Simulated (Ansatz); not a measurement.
**SiC (Fm-3m): compression over a wide range**

How does SiC (Fm-3m) respond to strong compression and slight expansion?

Method: DFT PBE, scalar-relativistic, plane waves, PAW, in Ansatz 0.2.0.

## (1) Starting point

It takes space group Fm-3m (No. 225, cubic). The conventional cell has a = 4.057 Å, b = 4.057 Å, c = 4.057 Å, α = 90.00°, β = 90.00°, γ = 90.00°. C (site symmetry m-3m) is surrounded by 6 Si at 2.03 Å. Si (site symmetry m-3m) is surrounded by 6 C at 2.03 Å.

As a file:

```cif
data_structure
_symmetry_space_group_name_H-M 'P 1'
_symmetry_Int_Tables_number 1
_cell_length_a 2.8688
_cell_length_b 2.8688
_cell_length_c 2.8688
_cell_angle_alpha 60.000
_cell_angle_beta 60.000
_cell_angle_gamma 60.000
_cell_volume 16.69
loop_
_atom_site_label
_atom_site_type_symbol
_atom_site_fract_x
_atom_site_fract_y
_atom_site_fract_z
_atom_site_occupancy
C1 C 0.00000 0.00000 0.00000 1
Si1 Si 0.50000 0.50000 0.50000 1
```

An earlier run at PBE left this cell at 8.347 Å³/atom and 0.04 GPa (18×18×18 mesh).

## (2) Volume × 0.96

Contents of input.yaml:

```yaml
crystal:
  lattice:
    - [0.0, 2.0011189408, 2.0011189408]
    - [2.0011189408, 0.0, 2.0011189408]
    - [2.0011189408, 2.0011189408, 0.0]
  atoms:
    - { symbol: C, position: [0.0, 0.0, 0.0] }
    - { symbol: Si, position: [0.5, 0.5, 0.5] }
basis:
  ecutwfc: 420
  ecutrho_ratio: 4
kpoints:
  mp_grid: { grid: [20, 20, 20] }
hamiltonian:
  xc: pbe
scf:
  occupations: { method: gaussian, width: 0.05 }
output:
  forces: true
  stress: true
  eigenvalues: true
```

Started as:

```
$ ansatz run input.yaml --threads 1 --pin off --max-ram 2560MiB --backend cpu --events-out ev --progress --plain --runs-dir out
```

Standard output (excerpt; [...] marks lines left out):

```text
Warning: RAYON_NUM_THREADS=1 ignored (pool sized by the plan → 1); use --threads N
[...]
Pseudopotentials: kind: paw
Pseudopotential: C, paw, valence charge 4, recommended cutoff 420 eV (normal), C.paw.azcp
Pseudopotential: Si, paw, valence charge 4, recommended cutoff 420 eV (normal), Si.paw.azcp
Functional definition: PBE
[...]
Crystal: 2 atoms, lattice volume = 16.027 Å³
Basis set: ecut = 420 eV, 331 PW (Γ), exchange–correlation on 40×40×40 points (8 copies of the dense FFT grid, shifted against one another)
Bands: 8, of which v1, the nominal top of the filled ones, is band 4 counted from 1 (3 counted from 0)
Symmetry: 48 space group operations
Space group: Fm-3m (ITA 225), of the structure as read, at distance tolerance 2.5e-5 Å
k-points: 256 of 8000
[...]
SCF iter   1: F=—  HF=-885.669373 eV  |F-HF|=—  |Δ(HF+E_count)|=         —  Δρ=9.66e-3  dr2=1.63e-2  ethr=1.77e-3  ⟨swp⟩=5.3  Hψ=15733  notcnv=0
[...]
SCF iter   6: F=-885.664222 eV  HF=-885.664222 eV  |F-HF|=4.64e-11  |Δ(HF+E_count)|=   1.22e-9  Δρ=9.58e-7  dr2=1.13e-10  ethr=9.32e-11  ⟨swp⟩=1.4  Hψ=6263  notcnv=0
the search or the solves at the SCF's close seem to have found levels that the self-consistency loop had missed (the run counts 1). By its estimate they hold under 1e-12 electrons; where the run keeps them, the occupations were computed again with them
[...]
SCF converged after 6 iterations
Free energy (F): -885.664222 eV
[...]
E sigma→0 (E₀):  -885.664078 eV
Entropy (-TS):   -0.000288 eV (-0.144 meV/atom)
Fermi energy:    14.675397 eV
[...]
--- Forces (eV/Å), atoms counted from 1 ---
  atom   1  C     -0.00000000     0.00000000    -0.00000000
  atom   2  Si     0.00000000    -0.00000000    -0.00000000
[...]
--- Stress (GPa, compression-positive) ---
       10.911190       0.000000       0.000000
        0.000000      10.911190      -0.000000
       -0.000000       0.000000      10.911190
  P = ⅓ Tr σ = 10.9112 GPa (109.112 kbar)
--- Band table (eV; the first three rows and the last of 256) ---
  k-point 0: bands = ["-4.1505", "14.7218", "14.7218", "14.7218", "22.8132", "23.6617", "23.6617", "23.6617"]
[...]
```

It took 1.6 s on 1 thread of Intel Xeon 6975P-C (Granite Rapids), shared host; peak memory 0.37 GiB.

In short: volume 8.013 Å³/atom, pressure 10.91 GPa, a metal on this mesh.

## (3) Volume × 1.04

Contents of input.yaml:

```yaml
crystal:
  lattice:
    - [0.0, 2.0552292463, 2.0552292463]
    - [2.0552292463, 0.0, 2.0552292463]
    - [2.0552292463, 2.0552292463, 0.0]
  atoms:
    - { symbol: C, position: [0.0, 0.0, 0.0] }
    - { symbol: Si, position: [0.5, 0.5, 0.5] }
basis:
  ecutwfc: 420
  ecutrho_ratio: 4
kpoints:
  mp_grid: { grid: [18, 18, 18] }
hamiltonian:
  xc: pbe
scf:
  occupations: { method: gaussian, width: 0.05 }
output:
  forces: true
  stress: true
  eigenvalues: true
```

Started as:

```
$ ansatz run input.yaml --threads 1 --pin off --max-ram 2560MiB --backend cpu --events-out ev --progress --plain --runs-dir out
```

Standard output (excerpt; [...] marks lines left out):

```text
Warning: RAYON_NUM_THREADS=1 ignored (pool sized by the plan → 1); use --threads N
[...]
[... 4 set-up lines as earlier in the session ...]
[...]
Crystal: 2 atoms, lattice volume = 17.362 Å³
Basis set: ecut = 420 eV, 331 PW (Γ), exchange–correlation on 40×40×40 points (8 copies of the dense FFT grid, shifted against one another)
Bands: 8, of which v1, the nominal top of the filled ones, is band 4 counted from 1 (3 counted from 0)
[... 1 set-up line as earlier in the session ...]
Space group: Fm-3m (ITA 225), of the structure as read, at distance tolerance 2.6e-5 Å
k-points: 195 of 5832
[...]
SCF iter   1: F=—  HF=-885.666958 eV  |F-HF|=—  |Δ(HF+E_count)|=         —  Δρ=3.34e-3  dr2=1.89e-3  ethr=1.77e-3  ⟨swp⟩=5.3  Hψ=11881  notcnv=0
[...]
SCF iter   6: F=-885.666632 eV  HF=-885.666632 eV  |F-HF|=7.05e-12  |Δ(HF+E_count)|=  2.97e-10  Δρ=5.10e-7  dr2=2.27e-11  ethr=4.57e-11  ⟨swp⟩=1.6  Hψ=4722  notcnv=0
[...]
SCF converged after 6 iterations
Free energy (F): -885.666632 eV
[...]
E sigma→0 (E₀):  -885.666438 eV
Entropy (-TS):   -0.000387 eV (-0.193 meV/atom)
Fermi energy:    13.242542 eV
[...]
--- Forces (eV/Å), atoms counted from 1 ---
  atom   1  C     -0.00000000    -0.00000000    -0.00000000
  atom   2  Si    -0.00000000    -0.00000000     0.00000000
[...]
--- Stress (GPa, compression-positive) ---
       -9.003101      -0.000000      -0.000000
       -0.000000      -9.003101      -0.000000
        0.000000       0.000000      -9.003101
  P = ⅓ Tr σ = -9.0031 GPa (-90.031 kbar)
--- Band table (eV; the first three rows and the last of 195) ---
  k-point 0: bands = ["-4.5916", "13.3462", "13.3462", "13.3462", "20.0189", "22.2624", "22.2624", "22.2624"]
[...]
```

Wall time 0.88 s (1 thread of Intel Xeon 6975P-C (Granite Rapids), shared host); peak memory 0.36 GiB.

This gives: volume 8.681 Å³/atom, pressure -9.00 GPa, metallic.

## (4) Volume × 0.92

Contents of input.yaml:

```yaml
crystal:
  lattice:
    - [0.0, 1.9729304123, 1.9729304123]
    - [1.9729304123, 0.0, 1.9729304123]
    - [1.9729304123, 1.9729304123, 0.0]
  atoms:
    - { symbol: C, position: [0.0, 0.0, 0.0] }
    - { symbol: Si, position: [0.5, 0.5, 0.5] }
basis:
  ecutwfc: 420
  ecutrho_ratio: 4
kpoints:
  mp_grid: { grid: [20, 20, 20] }
hamiltonian:
  xc: pbe
scf:
  occupations: { method: gaussian, width: 0.05 }
output:
  forces: true
  stress: true
  eigenvalues: true
```

Started as:

```
$ ansatz run input.yaml --threads 1 --pin off --max-ram 2560MiB --backend cpu --events-out ev --progress --plain --runs-dir out
```

Standard output (excerpt; [...] marks lines left out):

```text
Warning: RAYON_NUM_THREADS=1 ignored (pool sized by the plan → 1); use --threads N
[...]
[... 4 set-up lines as earlier in the session ...]
[...]
Crystal: 2 atoms, lattice volume = 15.359 Å³
Basis set: ecut = 420 eV, 307 PW (Γ), exchange–correlation on 40×40×40 points (8 copies of the dense FFT grid, shifted against one another)
Bands: 8, of which v1, the nominal top of the filled ones, is band 4 counted from 1 (3 counted from 0)
[... 2 set-up lines as earlier in the session ...]
k-points: 256 of 8000
[...]
SCF iter   1: F=—  HF=-885.602027 eV  |F-HF|=—  |Δ(HF+E_count)|=         —  Δρ=1.35e-2  dr2=3.03e-2  ethr=1.77e-3  ⟨swp⟩=5.3  Hψ=15841  notcnv=0
[...]
the search or the solves at the SCF's close seem to have found levels that the self-consistency loop had missed (the run counts 1). By its estimate they hold under 1e-12 electrons; where the run keeps them, the occupations were computed again with them
[...]
SCF converged after 6 iterations
Free energy (F): -885.591956 eV
[...]
E sigma→0 (E₀):  -885.591847 eV
Entropy (-TS):   -0.000217 eV (-0.108 meV/atom)
Fermi energy:    15.497077 eV
[...]
--- Forces (eV/Å), atoms counted from 1 ---
  atom   1  C     -0.00000000    -0.00000000    -0.00000000
  atom   2  Si     0.00000000    -0.00000000    -0.00000000
[...]
--- Stress (GPa, compression-positive) ---
       24.278670       0.000000      -0.000000
       -0.000000      24.278670      -0.000000
        0.000000       0.000000      24.278670
  P = ⅓ Tr σ = 24.2787 GPa (242.787 kbar)
--- Band table (eV; the first three rows and the last of 256) ---
  k-point 0: bands = ["-3.9007", "15.4909", "15.4909", "15.4909", "24.3794", "24.4372", "24.4372", "24.4372"]
[...]
```

It took 1.5 s on 1 thread of Intel Xeon 6975P-C (Granite Rapids), shared host; peak memory 0.37 GiB.

Read off: volume 7.680 Å³/atom, pressure 24.28 GPa, no gap.

## (5) Volume × 0.88

Changes to input.yaml since step 4:

```diff
@@ -2,5 +2,5 @@
   lattice:
-    - [0.0, 1.9729304123, 1.9729304123]
-    - [1.9729304123, 0.0, 1.9729304123]
-    - [1.9729304123, 1.9729304123, 0.0]
+    - [0.0, 1.9439125145, 1.9439125145]
+    - [1.9439125145, 0.0, 1.9439125145]
+    - [1.9439125145, 1.9439125145, 0.0]
   atoms:
```

Started as:

```
$ ansatz run input.yaml --threads 1 --pin off --max-ram 2560MiB --backend cpu --events-out ev --progress --plain --runs-dir out
```

Standard output (excerpt; [...] marks lines left out):

```text
Warning: RAYON_NUM_THREADS=1 ignored (pool sized by the plan → 1); use --threads N
[...]
[... 4 set-up lines as earlier in the session ...]
[...]
Crystal: 2 atoms, lattice volume = 14.691 Å³
Basis set: ecut = 420 eV, 283 PW (Γ), exchange–correlation on 40×40×40 points (8 copies of the dense FFT grid, shifted against one another)
Bands: 8, of which v1, the nominal top of the filled ones, is band 4 counted from 1 (3 counted from 0)
[... 1 set-up line as earlier in the session ...]
Space group: Fm-3m (ITA 225), of the structure as read, at distance tolerance 2.4e-5 Å
k-points: 256 of 8000
[...]
SCF iter   1: F=—  HF=-885.471450 eV  |F-HF|=—  |Δ(HF+E_count)|=         —  Δρ=1.69e-2  dr2=4.37e-2  ethr=1.77e-3  ⟨swp⟩=5.3  Hψ=15826  notcnv=0
[...]
the search or the solves at the SCF's close seem to have found levels that the self-consistency loop had missed (the run counts 1). By its estimate they hold under 1e-12 electrons; where the run keeps them, the occupations were computed again with them
[...]
SCF converged after 6 iterations
Free energy (F): -885.456308 eV
[...]
E sigma→0 (E₀):  -885.456256 eV
Entropy (-TS):   -0.000103 eV (-0.051 meV/atom)
Fermi energy:    16.360533 eV
[...]
--- Forces (eV/Å), atoms counted from 1 ---
  atom   1  C     -0.00000000    -0.00000000    -0.00000000
  atom   2  Si     0.00000000     0.00000000     0.00000000
[...]
--- Stress (GPa, compression-positive) ---
       41.347431      -0.000000       0.000000
        0.000000      41.347431       0.000000
        0.000000      -0.000000      41.347431
  P = ⅓ Tr σ = 41.3474 GPa (413.474 kbar)
--- Band table (eV; the first three rows and the last of 256) ---
  k-point 0: bands = ["-3.6299", "16.3147", "16.3147", "16.3147", "25.2733", "25.2733", "25.2733", "26.0710"]
[...]
```

Run time: 1.6 s. Hardware: 1 thread of Intel Xeon 6975P-C (Granite Rapids), shared host; peak memory 0.37 GiB.

Result: volume 7.346 Å³/atom, pressure 41.35 GPa, metallic.

## (6) Volume × 0.84

Changes to input.yaml since step 5:

```diff
@@ -2,5 +2,5 @@
   lattice:
-    - [0.0, 1.9439125145, 1.9439125145]
-    - [1.9439125145, 0.0, 1.9439125145]
-    - [1.9439125145, 1.9439125145, 0.0]
+    - [0.0, 1.9140014112, 1.9140014112]
+    - [1.9140014112, 0.0, 1.9140014112]
+    - [1.9140014112, 1.9140014112, 0.0]
   atoms:
```

Started as:

```
$ ansatz run input.yaml --threads 1 --pin off --max-ram 2560MiB --backend cpu --events-out ev --progress --plain --runs-dir out
```

Standard output (excerpt; [...] marks lines left out):

```text
Warning: RAYON_NUM_THREADS=1 ignored (pool sized by the plan → 1); use --threads N
[...]
[... 4 set-up lines as earlier in the session ...]
[...]
Crystal: 2 atoms, lattice volume = 14.024 Å³
Basis set: ecut = 420 eV, 283 PW (Γ), exchange–correlation on 40×40×40 points (8 copies of the dense FFT grid, shifted against one another)
Bands: 8, of which v1, the nominal top of the filled ones, is band 4 counted from 1 (3 counted from 0)
[... 2 set-up lines as earlier in the session ...]
k-points: 256 of 8000
[...]
SCF iter   1: F=—  HF=-885.258387 eV  |F-HF|=—  |Δ(HF+E_count)|=         —  Δρ=1.87e-2  dr2=4.94e-2  ethr=1.77e-3  ⟨swp⟩=5.5  Hψ=15964  notcnv=0
[...]
the search or the solves at the SCF's close seem to have found levels that the self-consistency loop had missed (the run counts 1). By its estimate they hold under 1e-12 electrons; where the run keeps them, the occupations were computed again with them
[...]
SCF converged after 6 iterations
Free energy (F): -885.240836 eV
[...]
E sigma→0 (E₀):  -885.240836 eV
Entropy (-TS):   -0.000000 eV (-0.000 meV/atom)
Fermi energy:    17.355406 eV
[...]
--- Forces (eV/Å), atoms counted from 1 ---
  atom   1  C     -0.00000000    -0.00000000    -0.00000000
  atom   2  Si     0.00000000    -0.00000000    -0.00000000
[...]
--- Stress (GPa, compression-positive) ---
       62.864594      -0.000000      -0.000000
       -0.000000      62.864594      -0.000000
       -0.000000       0.000000      62.864594
  P = ⅓ Tr σ = 62.8646 GPa (628.646 kbar)
--- Band table (eV; the first three rows and the last of 256) ---
  k-point 0: bands = ["-3.3342", "17.2018", "17.2018", "17.2018", "26.1737", "26.1737", "26.1737", "27.9051"]
[...]
```

It took 1.5 s on 1 thread of Intel Xeon 6975P-C (Granite Rapids), shared host; peak memory 0.37 GiB.

Read off: volume 7.012 Å³/atom, pressure 62.86 GPa, mesh gap 0.27 eV.

## (7) Volume × 0.8

Changes to input.yaml since step 6:

```diff
@@ -2,5 +2,5 @@
   lattice:
-    - [0.0, 1.9140014112, 1.9140014112]
-    - [1.9140014112, 0.0, 1.9140014112]
-    - [1.9140014112, 1.9140014112, 0.0]
+    - [0.0, 1.8831250214, 1.8831250214]
+    - [1.8831250214, 0.0, 1.8831250214]
+    - [1.8831250214, 1.8831250214, 0.0]
   atoms:
```

Started as:

```
$ ansatz run input.yaml --threads 1 --pin off --max-ram 2560MiB --backend cpu --events-out ev --progress --plain --runs-dir out
```

Standard output (excerpt; [...] marks lines left out):

```text
Warning: RAYON_NUM_THREADS=1 ignored (pool sized by the plan → 1); use --threads N
[...]
[... 4 set-up lines as earlier in the session ...]
[...]
Crystal: 2 atoms, lattice volume = 13.356 Å³
Basis set: ecut = 420 eV, 259 PW (Γ), exchange–correlation on 36×36×36 points (8 copies of the dense FFT grid, shifted against one another)
Bands: 8, of which v1, the nominal top of the filled ones, is band 4 counted from 1 (3 counted from 0)
[... 2 set-up lines as earlier in the session ...]
k-points: 256 of 8000
[...]
SCF iter   1: F=—  HF=-884.941093 eV  |F-HF|=—  |Δ(HF+E_count)|=         —  Δρ=1.85e-2  dr2=4.41e-2  ethr=1.77e-3  ⟨swp⟩=5.6  Hψ=16100  notcnv=0
[...]
SCF iter   6: F=-884.925055 eV  HF=-884.925055 eV  |F-HF|=1.36e-12  |Δ(HF+E_count)|=  2.09e-10  Δρ=6.46e-7  dr2=1.39e-11  ethr=1.43e-11  ⟨swp⟩=1.5  Hψ=7829  notcnv=0
[...]
SCF converged after 6 iterations
Free energy (F): -884.925055 eV
[...]
E sigma→0 (E₀):  -884.925055 eV
Fermi energy:    18.510613 eV
[...]
--- Forces (eV/Å), atoms counted from 1 ---
  atom   1  C     -0.00000000     0.00000000     0.00000000
  atom   2  Si    -0.00000000     0.00000000     0.00000000
[...]
--- Stress (GPa, compression-positive) ---
       89.591804       0.000000       0.000000
       -0.000000      89.591804       0.000000
        0.000000       0.000000      89.591804
  P = ⅓ Tr σ = 89.5918 GPa (895.918 kbar)
--- Band table (eV; the first three rows and the last of 256) ---
  k-point 0: bands = ["-3.0084", "18.1662", "18.1662", "18.1662", "27.1487", "27.1487", "27.1487", "29.9033"]
[...]
```

It took 1.1 s on 1 thread of Intel Xeon 6975P-C (Granite Rapids), shared host; peak memory 0.36 GiB.

In short: volume 6.678 Å³/atom, pressure 89.59 GPa, gap on the mesh 0.68 eV.

## (8) Volume × 0.76

Changes to input.yaml since step 7:

```diff
@@ -2,5 +2,5 @@
   lattice:
-    - [0.0, 1.8831250214, 1.8831250214]
-    - [1.8831250214, 0.0, 1.8831250214]
-    - [1.8831250214, 1.8831250214, 0.0]
+    - [0.0, 1.851201481, 1.851201481]
+    - [1.851201481, 0.0, 1.851201481]
+    - [1.851201481, 1.851201481, 0.0]
   atoms:
```

Started as:

```
$ ansatz run input.yaml --threads 1 --pin off --max-ram 2560MiB --backend cpu --events-out ev --progress --plain --runs-dir out
```

Standard output (excerpt; [...] marks lines left out):

```text
Warning: RAYON_NUM_THREADS=1 ignored (pool sized by the plan → 1); use --threads N
[...]
[... 4 set-up lines as earlier in the session ...]
[...]
Crystal: 2 atoms, lattice volume = 12.688 Å³
Basis set: ecut = 420 eV, 259 PW (Γ), exchange–correlation on 36×36×36 points (8 copies of the dense FFT grid, shifted against one another)
Bands: 8, of which v1, the nominal top of the filled ones, is band 4 counted from 1 (3 counted from 0)
[... 1 set-up line as earlier in the session ...]
Space group: Fm-3m (ITA 225), of the structure as read, at distance tolerance 2.3e-5 Å
k-points: 256 of 8000
[...]
SCF iter   1: F=—  HF=-884.494823 eV  |F-HF|=—  |Δ(HF+E_count)|=         —  Δρ=1.52e-2  dr2=2.64e-2  ethr=1.77e-3  ⟨swp⟩=5.7  Hψ=16200  notcnv=0
[...]
SCF iter   6: F=-884.485152 eV  HF=-884.485152 eV  |F-HF|=7.96e-13  |Δ(HF+E_count)|=  1.73e-10  Δρ=6.08e-7  dr2=1.16e-11  ethr=7.86e-12  ⟨swp⟩=1.8  Hψ=8276  notcnv=0
[...]
SCF converged after 6 iterations
Free energy (F): -884.485152 eV
[...]
E sigma→0 (E₀):  -884.485152 eV
Fermi energy:    19.779832 eV
[...]
--- Forces (eV/Å), atoms counted from 1 ---
  atom   1  C     -0.00000000     0.00000000     0.00000000
  atom   2  Si    -0.00000000    -0.00000000    -0.00000000
[...]
--- Stress (GPa, compression-positive) ---
      122.697236      -0.000000      -0.000000
       -0.000000     122.697236      -0.000000
        0.000000      -0.000000     122.697236
  P = ⅓ Tr σ = 122.6972 GPa (1226.972 kbar)
--- Band table (eV; the first three rows and the last of 256) ---
  k-point 0: bands = ["-2.6469", "19.2171", "19.2171", "19.2171", "28.2084", "28.2084", "28.2084", "32.0900"]
[...]
```

It took 1 s on 1 thread of Intel Xeon 6975P-C (Granite Rapids), shared host; peak memory 0.36 GiB.

This gives: volume 6.344 Å³/atom, pressure 122.70 GPa, gap on the mesh 1.13 eV.

## (9) Volume × 0.72

Changes to input.yaml since step 8:

```diff
@@ -2,5 +2,5 @@
   lattice:
-    - [0.0, 1.851201481, 1.851201481]
-    - [1.851201481, 0.0, 1.851201481]
-    - [1.851201481, 1.851201481, 0.0]
+    - [0.0, 1.8181372181, 1.8181372181]
+    - [1.8181372181, 0.0, 1.8181372181]
+    - [1.8181372181, 1.8181372181, 0.0]
   atoms:
```

Started as:

```
$ ansatz run input.yaml --threads 1 --pin off --max-ram 2560MiB --backend cpu --events-out ev --progress --plain --runs-dir out
```

Standard output (excerpt; [...] marks lines left out):

```text
Warning: RAYON_NUM_THREADS=1 ignored (pool sized by the plan → 1); use --threads N
[...]
[... 4 set-up lines as earlier in the session ...]
[...]
Crystal: 2 atoms, lattice volume = 12.020 Å³
Basis set: ecut = 420 eV, 259 PW (Γ), exchange–correlation on 36×36×36 points (8 copies of the dense FFT grid, shifted against one another)
Bands: 8, of which v1, the nominal top of the filled ones, is band 4 counted from 1 (3 counted from 0)
[... 2 set-up lines as earlier in the session ...]
k-points: 256 of 8000
[...]
SCF iter   1: F=—  HF=-883.892411 eV  |F-HF|=—  |Δ(HF+E_count)|=         —  Δρ=7.89e-3  dr2=4.88e-3  ethr=1.77e-3  ⟨swp⟩=5.8  Hψ=16326  notcnv=0
[...]
SCF iter   6: F=-883.891036 eV  HF=-883.891036 eV  |F-HF|=4.55e-12  |Δ(HF+E_count)|=   3.56e-9  Δρ=3.67e-7  dr2=3.74e-12  ethr=2.06e-11  ⟨swp⟩=2.3  Hψ=8764  notcnv=0
[...]
SCF converged after 6 iterations
Free energy (F): -883.891036 eV
[...]
E sigma→0 (E₀):  -883.891036 eV
Fermi energy:    20.791106 eV
[...]
--- Forces (eV/Å), atoms counted from 1 ---
  atom   1  C     -0.00000000     0.00000000     0.00000000
  atom   2  Si    -0.00000000    -0.00000000    -0.00000000
[...]
--- Stress (GPa, compression-positive) ---
      163.887275      -0.000000      -0.000000
       -0.000000     163.887275       0.000000
       -0.000000      -0.000000     163.887275
  P = ⅓ Tr σ = 163.8873 GPa (1638.873 kbar)
--- Band table (eV; the first three rows and the last of 256) ---
  k-point 0: bands = ["-2.2431", "20.3698", "20.3698", "20.3698", "29.3649", "29.3649", "29.3649", "34.4929"]
[...]
```

Run time: 1 s. Hardware: 1 thread of Intel Xeon 6975P-C (Granite Rapids), shared host; peak memory 0.36 GiB.

This gives: volume 6.010 Å³/atom, pressure 163.89 GPa, mesh gap 0.84 eV.

## (10) All volumes together

```
volume (Å³/atom)  energy above the lowest (meV/atom)  pressure (GPa)  gap on the mesh (eV)  space group
           6.010                               897.5           163.9                  0.84        Fm-3m
           6.344                               600.4           122.7                  1.13        Fm-3m
           6.678                               380.5            89.6                  0.68        Fm-3m
           7.012                               222.6            62.9                  0.27        Fm-3m
           7.346                               114.9            41.3                  0.00        Fm-3m
           7.680                                47.1            24.3                  0.00        Fm-3m
           8.013                                10.9            10.9                  0.00        Fm-3m
           8.347                                 0.0             0.0                  0.00        Fm-3m
           8.681                                 9.8            -9.0                  0.00        Fm-3m
```

## (11) Summary of results

| quantity | value |
| --- | --- |
| range of pressure | -9.0 to 163.9 GPa |
| V0 (fit) | 8.34 Å³/atom |
| B0 (fit) | 250 GPa |
| B0′ (fit) | 4.24 |

A third-order Birch-Murnaghan fit follows the points with an rms miss of 0.35 meV/atom. The k mesh is not the same at all volumes. Symmetry fixes shape and sites, so only the volume changes. The gap is zero at the larger volumes and opens under compression; semilocal functionals close small gaps early. Other structures may be lower in enthalpy at these pressures.
